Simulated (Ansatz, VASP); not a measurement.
## AlN: VASP beside Ansatz

```
Al N
1.0
     0.00550    2.20159    2.20159
     2.20159    0.00550    2.20159
     2.20709    2.20709    0.00000
Al N
1 1
Direct
  0.00000 0.00000 0.00000
  0.75000 0.75000 0.75000
```

Change from the starting cell: strain +0.0050 x Voigt [0, 0, 0, 0, 0, 1], atoms carried along.

Alike in both runs: task single point; functional PBE; k mesh 10 × 10 × 10; occupations gaussian, width 0.05 eV; no spin polarisation.

|  | VASP | Ansatz |
| --- | --- | --- |
| version | VASP 6.6.1 | Ansatz 0.2.0 |
| potentials or method | VASP PAW PBE potentials, release 64 (Al, N) | scalar-relativistic, plane waves, PAW |
| plane-wave cutoff (eV) | 520 | 420 |
| valence electrons in the cell | 8 | 8 |

```csv
,VASP,Ansatz,Ansatz less VASP
gap on the k mesh at the Fermi level (eV),3.29,3.30,+0.007
least direct gap on the mesh (eV),3.97,3.96,-0.009
pressure (GPa),-0.3,0.0,+0.27
largest component of the traceless stress (GPa),1.07,1.07,-0.007
rms of the force components (eV/Å),0.023,0.023,-0.0001
```

Atom by atom the forces differ by 0.000 eV/Å (rms over components).

A k mesh can miss the band edges.
